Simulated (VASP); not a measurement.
Ge under changes of volume

One of the cells (18.343 Å³/atom); the others are scaled copies at fixed shape and fractional positions:

```
CELL_PARAMETERS angstrom
1.45967 -2.53466 0.00000
1.45967 2.53466 0.00000
0.00000 0.00000 4.95796
ATOMIC_POSITIONS crystal
Ge 0.33335 0.66665 0.25000
Ge 0.66665 0.33335 0.75000
```

This isn't the form of Ge at room conditions, which is diamond.

```yaml
Program: VASP 6.6.1
Functional: PBEsol
Potentials_or_basis: VASP PAW PBE potentials, release 64 (Ge_d)
Cutoff: 520 eV
k_mesh: 8 × 8 × 6
Occupations: fermi-dirac, width 0.05 eV
Spin: no spin polarisation
```

| volume (Å³/atom) | energy over the lowest point (meV/atom) | pressure (GPa) |
| --- | --- | --- |
| 17.610 | 7.99 | 3.5 |
| 17.976 | 1.96 | 1.6 |
| 18.343 | 0.00 | 0.0 |
| 18.710 | 1.70 | -1.5 |
| 19.077 | ? | ? |

Problem. What does the run at 19.077 Å³/atom give?

Solution. Energy over the lowest point 6.69 meV/atom; pressure -2.9 GPa.

Worked out: A Birch-Murnaghan fit of order 2 (a polynomial in V^(-2/3)) to the other rows has its minimum at 18.35 Å³/atom with B0 = V·E''(V) = 80 GPa at fixed shape and positions, which overstates the stiffness. It gives 6.74 meV/atom at 19.077 Å³/atom, against the run's 6.69, and -dE/dV = -2.9 GPa, against -2.9.

Energies are extrapolated to zero smearing.

Caveats: the PAW data sets were made with another functional, which shifts forces and pressure a little.
